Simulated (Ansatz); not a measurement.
**Al under pressure: fit and missing row**

Al, P6_3/mmc, a = 2.804 Å, c = 4.676 Å. This isn't the element's structure at ambient conditions. Ansatz: PBE+D3(BJ), PAW, 420 eV, Γ-centred 18×18×10 mesh on 2 atoms, Gaussian smearing 0.10 eV; no spin polarisation. Cell and atoms are relaxed at each pressure, and no other structure is tried, so the rows at high pressure may lie past a change of phase.

| V (Å³/atom) | P (GPa) |
| --- | --- |
| ? | 89.97 |
| 11.662 | 49.99 |
| 13.066 | 25.01 |
| 14.207 | 12.00 |
| 15.233 | 3.99 |
| 15.725 | 1.02 |
| 15.919 | -0.03 |
| 16.116 | -1.02 |

Question: Take V0 = 15.919 Å³/atom, count pressures from its P0 = -0.03 GPa, fit the third-order Birch–Murnaghan form to the other rows, and predict the missing volume.

Answer: With the Eulerian strain f = ½[(V0/V)^(2/3) − 1] and y = (P − P0)/[3f(1 + 2f)^(5/2)], the form is the line y = B0 + 1.5 B0 (B0′ − 4) f. Rows (f, y): 0.11527, 86.1; 0.07036, 85.4; 0.03940, 84.2; 0.01490, 83.6; 0.00410, 83.6; -0.00408, 82.6. Means f = 0.03999, y = 84.250; Σ(Δf)² = 0.01045, ΣΔfΔy = 0.2866; the slope is their ratio. y = 83.15 + 27.42 f GPa, so B0 = 83.2 GPa and B0′ = 4 + 2 × (27.42)/(3 × 83.15) = 4.22. P = 89.97 GPa is met at f = 0.16663 (y = 87.72), so V = V0 (1 + 2f)^(−3/2) = 10.341 Å³/atom. The run gave 10.305 Å³/atom, so the fit is 0.036 Å³/atom too high, 0.62 % of the span of the series, against an rms of 0.003 Å³/atom on the fitted rows. The row lies outside the fitted range. The points of y bend away from a line: a fourth-order term fitted to them gives P = 90.07 GPa at this row's volume (the line 91.36, the run 89.97). Also, this row ran on the mesh 21×21×10, its neighbour on 18×18×10, which can shift it a little.

The mesh isn't the same in all rows (18×18×10, 21×21×10).